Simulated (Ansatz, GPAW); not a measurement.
Given: the input of a run of GPAW 26.7.0 (ASE script) on CaO. The cell is a database's computed one, not the measured one.

File run.py:

```python
from ase.dft.bandgap import bandgap
from ase.io import read, write
from ase.units import GPa
from gpaw import GPAW, PW

atoms = read('CaO.xyz')

calc = GPAW(mode=PW(800),
            xc='PBE',
            kpts={'size': (10, 10, 10), 'gamma': True},
            occupations={'name': 'methfessel-paxton', 'order': 0, 'width': 0.017},
            nbands=16,
            convergence={'density': 1e-05, 'energy': 1e-05},
            maxiter=150,
            txt='gpaw.txt')
atoms.calc = calc
energy = atoms.get_potential_energy()
forces = atoms.get_forces()
stress = atoms.get_stress()
calc.write('gs.gpw')
write('result.traj', atoms)
print(f'Energy: {energy:.6f} eV')
print('Forces (eV/A):')
print(forces.round(4))
print('Stress (GPa):', (stress / GPa).round(3))
print('Fermi level:', round(calc.get_fermi_level(), 4), 'eV')
print(f'Gap: {bandgap(calc)[0]:.4f} eV, direct: {bandgap(calc, direct=True)[0]:.4f} eV')
```

The input CaO.xyz:

```xyz
2
Lattice="0.0000000000 2.4035556960 2.4035556960 2.4035556960 0.0000000000 2.4035556960 2.4035556960 2.4035556960 0.0000000000" Properties=species:S:1:pos:R:3 pbc="T T T"
Ca     0.0000000000      0.0000000000      0.0000000000
O      2.4035556960      2.4035556960      2.4035556960
```

Potentials or basis: GPAW PAW data sets (gpaw-data 1.2.1), pw.

Run with:

```sh
$ OMP_NUM_THREADS=1 python run.py
```

Problem. Set up the same calculation for Ansatz 0.2.0. Potentials or basis there: all-electron LAPW, scalar-relativistic.

Solution. As run (cutoffs and basis follow the program's own potentials, and thresholds, step limits or extra output files can differ):

The input input.yaml:

```yaml
crystal:
  lattice:
    - [0.0, 2.403555696, 2.403555696]
    - [2.403555696, 0.0, 2.403555696]
    - [2.403555696, 2.403555696, 0.0]
  atoms:
    - { symbol: Ca, position: [0.0, 0.0, 0.0] }
    - { symbol: O, position: [0.5, 0.5, 0.5] }
kpoints:
  mp_grid: { grid: [10, 10, 10] }
scf:
  occupations: { method: gaussian, width: 0.017 }
hamiltonian:
  xc: pbe
  pseudopotentials: { kind: all_electron, lapw: { basis_error: 0.001 } }
output:
  forces: true
  stress: true
  eigenvalues: true
```

Potentials or basis: all-electron LAPW, scalar-relativistic.

Run with:

```sh
$ ansatz run input.yaml --threads 1 --pin off --max-ram 3072MiB --backend cpu --events-out ev --progress --plain --runs-dir out
```

Both were run:

|  | GPAW | Ansatz |
| --- | --- | --- |
| Pressure | 2.2 GPa | 1.6 GPa |

Where Ansatz's input types no cutoff or centring, it takes its own default and a Γ-centred mesh.

Pressure is positive in compression.
